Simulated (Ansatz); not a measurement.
## Sn: what changed settings do

All trials start from this Ansatz input:

```yaml
crystal:
  lattice:
    - [-1.8946518192, 1.8946518192, 1.8946518192]
    - [1.8946518192, -1.8946518192, 1.8946518192]
    - [1.8946518192, 1.8946518192, -1.8946518192]
  atoms:
    - { symbol: Sn, position: [0.0, 0.0, 0.0] }
basis:
  ecutwfc: 420
kpoints:
  mp_grid: { grid: [6, 6, 6] }
hamiltonian:
  xc: pbe
scf:
  occupations: { method: gaussian, width: 0.1 }
output:
  forces: true
  stress: true
  eigenvalues: true
```

Command:

```bash
ansatz run input.yaml --threads 1 --pin off --max-ram 1331MiB --backend cpu --events-out ev --progress --plain --runs-dir out
```

The run converges in 6 SCF iterations on 16 irreducible k-points: pressure 0.74 GPa, no gap.

Settings here are deliberately varied, not converged. Each trial's input is given as a difference from the reference's; energies are extrapolated to zero smearing where there is one, and pressure is positive in compression.

Question: Trial 1 (the one atom moved, which only shifts the crystal as a whole):

```diff
 crystal:
   atoms:
-    - { symbol: Sn, position: [0.0, 0.0, 0.0] }
+    - { symbol: Sn, position: [1.0, 0.211, 0.716] }
 scf:
+  mixing: { beta: 0.38, ndim: 4, preconditioner: local_kerker }
+  initial_density: { chi_scale: 0, normalization: atom }
+  eigensolver: { kind: davidson, full_accuracy: true }
+  max_iter: 30
+  convergence: { dr2_threshold: "1e-5 eV" }
```

What does the program give?

Answer: The run converges in 5 SCF iterations on 16 irreducible k-points: the reference's energy to 0.01 meV per atom, pressure 0.74 GPa, no gap. It warns that the SCF threshold is loose for the forces; that the SCF threshold is loose for the stress.

Question: Trial 2:

```diff
 hamiltonian:
+  dispersion: d3bjatm
 scf:
-  occupations: { method: gaussian, width: 0.1 }
+  occupations: { method: gaussian, width: 0.21 }
 output:
+  optics: { e_range: [0, 10], sigma: 0.2 }
```

What does the program give?

Answer: The run converges in 10 SCF iterations on 16 irreducible k-points: pressure -1.31 GPa, no gap. It warns that optics were asked on partly filled bands.

Question: Trial 3:

```diff
 crystal:
   atoms:
-    - { symbol: Sn, position: [0.0, 0.0, 0.0] }
+    - { symbol: Sn, position: [0.0, 0.0, 0.0], spin: 2.0 }
 basis:
-  ecutwfc: 420
+  ecutwfc: "21 Ry"
+  ecutrho_ratio: 4
 kpoints:
-  mp_grid: { grid: [6, 6, 6] }
+  mp_grid: { grid: [4, 4, 4], shift: [0, 0, 0.5] }
 scf:
-  occupations: { method: gaussian, width: 0.1 }
+  occupations: { method: fermi_dirac, width: 0.035 }
+  lower_state_search: "off"
 output:
+  populations: true
+magnetization:
+  spin_polarized: true
```

What does the program give?

Answer: The run converges in 16 SCF iterations on 15 irreducible k-points: energy 138 meV per atom above the reference, pressure 1.50 GPa, no gap, cell moment 0.00 μB. It warns that the cutoff lies under the recommended one, 420 eV for these potentials; that the starting moments were lost; that the mesh lowers the symmetry.

Question: Trial 4:

```diff
 crystal:
   atoms:
-    - { symbol: Sn, position: [0.0, 0.0, 0.0] }
+    - { symbol: Sn, position: [0.0, 0.0, 0.0], spin: -3.0 }
 basis:
-  ecutwfc: 420
+  ecutwfc: 450
 hamiltonian:
-  xc: pbe
+  xc: lda
+  dispersion: d4
 scf:
-  occupations: { method: gaussian, width: 0.1 }
+  occupations: { method: tetrahedron_uncorrected }
+  lower_state_search: "off"
 output:
+  populations: true
+magnetization:
+  spin_polarized: true
```

What happens?

Answer: The run converges in 12 SCF iterations on 16 irreducible k-points: pressure -1.96 GPa, no gap, cell moment 0.00 μB. It warns that the printed bands weren't solved further after the SCF; that the dispersion damping is borrowed from another functional; that the starting moments were lost.

Question: Trial 5 (volume scaled):

```diff
 crystal:
   lattice:
-    - [-1.8946518192, 1.8946518192, 1.8946518192]
-    - [1.8946518192, -1.8946518192, 1.8946518192]
-    - [1.8946518192, 1.8946518192, -1.8946518192]
+    - [-1.9675936793, 1.9675936793, 1.9675936793]
+    - [1.9675936793, -1.9675936793, 1.9675936793]
+    - [1.9675936793, 1.9675936793, -1.9675936793]
 basis:
-  ecutwfc: 420
+  ecutwfc: "8 Ha"
 kpoints:
-  mp_grid: { grid: [6, 6, 6] }
+  mp_grid: { grid: [4, 4, 4], shift: [0.85, 0.91, 0.05] }
+accuracy: medium
```

What happens?

Answer: The run converges in 6 SCF iterations on 64 irreducible k-points: energy 2.41 eV per atom above the reference, pressure -3.93 GPa (unreliable at so low a cutoff), no gap. It warns that the cutoff lies under the recommended one, 420 eV for these potentials; that the mesh lowers the symmetry.

Question: Trial 6:

```diff
 basis:
-  ecutwfc: 420
+  ecutwfc: "48 Ry"
 scf:
-  occupations: { method: gaussian, width: 0.1 }
+  occupations: { method: fixed }
+  max_iter: 50
```

What happens?

Answer: The run converges in 6 SCF iterations on 16 irreducible k-points: energy 1.48 eV per atom above the reference, pressure 15.44 GPa, no gap. It warns that bands overlap at the filling; that the bands looked metallic on the way.